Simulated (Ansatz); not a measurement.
Space group Cmce (No. 64). a = 8.641 Å, b = 4.281 Å, c = 8.700 Å, α = 90.00°, β = 90.00°, γ = 90.00°
```json
{"atom": "Br", "site": "8f", "symmetry": "m..", "x": "0.5000", "y": "0.1417", "z": "0.6184"}
```

Equation of state of this Br structure (not necessarily the ground state), with shape and atoms relaxed at each volume where symmetry leaves them free. These are results of DFT PBE, scalar-relativistic, plane waves, PAW (Ansatz 0.2.0), not measurements.

Cutoff 420 eV; k points 8×8×4 on the computed 4-atom cell (Γ-centred); Gaussian smearing, width 0.02 eV; no spin polarisation.

```
V (Å³/atom) E − E(largest V) (meV/atom) P (GPa) gap on mesh (eV)
     37.814                         0.49     0.13              1.36
     39.020                        -0.12     0.09              1.37
     40.227                        -0.41     0.01              1.38
     41.434                        -0.36    -0.02              1.38
     42.641                         0.00    -0.08              1.38
```

**Question.** Fit a third-order Birch–Murnaghan equation to E(V).

**Answer.** V0 = 40.68 Å³/atom, B0 = 1 GPa, B0' = -0.6. B0' is unusual or poorly fixed by this range.

The cell holds layers, and where no dispersion correction was added their binding is poorly described.